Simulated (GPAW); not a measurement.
Here is a GPAW 26.7.0 calculation.

Contents of run.py:

```python
from ase import Atoms
from ase.dft.bandgap import bandgap
from ase.io import write
from ase.units import GPa
from gpaw import GPAW, PW

atoms = Atoms(['Mn', 'S'],
              cell=[[0.0, 2.6045, 2.6045],
                    [2.6045, 0.0, 2.6045],
                    [2.6045, 2.6045, 0.0]],
              scaled_positions=[[0.0, 0.0, 0.0],
                                [0.5, 0.5, 0.5]],
              pbc=True)
atoms.set_initial_magnetic_moments([5.0, 0.0])

calc = GPAW(mode=PW(450),
            xc='LDA',
            kpts={'size': (7, 7, 7), 'gamma': True},
            occupations={'name': 'fermi-dirac', 'width': 0.05},
            nbands=21,
            maxiter=120,
            txt='gpaw.txt')
atoms.calc = calc
energy = atoms.get_potential_energy()
forces = atoms.get_forces()
stress = atoms.get_stress()
calc.write('gs.gpw')
write('result.traj', atoms)
print(f'Energy: {energy:.6f} eV')
print('Forces (eV/A):')
print(forces.round(4))
print('Stress (GPa):', (stress / GPa).round(3))
print('Moments:', calc.get_magnetic_moments().round(3))
print('Fermi level:', round(calc.get_fermi_level(), 4), 'eV')
print(f'Gap: {bandgap(calc)[0]:.4f} eV, direct: {bandgap(calc, direct=True)[0]:.4f} eV')
```

Potentials or basis: the program's PAW data sets (release 1.2.1) made for this functional, pw.

Run with:

```console
$ OMP_NUM_THREADS=1 python run.py
```

Problem. Predict the pressure.

Solution. -11.6 GPa.

Problem. Predict the band gap on the k mesh.

Solution. None (metal or under the smearing width).

Problem. What does it give for the site moments?

Solution. Mn +4.02; S +0.10 μB.

Problem. Predict the net moment.

Solution. 4.56 μB per cell.

Caveat: the cutoff is short for stress and forces, so pressures can be off by a GPa or more; a cell with one magnetic atom can't hold antiferromagnetic order, which such compounds often take; semilocal functionals often make such compounds metallic where correlation or magnetic order opens a gap, which also shifts bond lengths. With open d or f shells a metallic result of LDA can be an artefact of self-interaction; +U or a hybrid may open a gap.
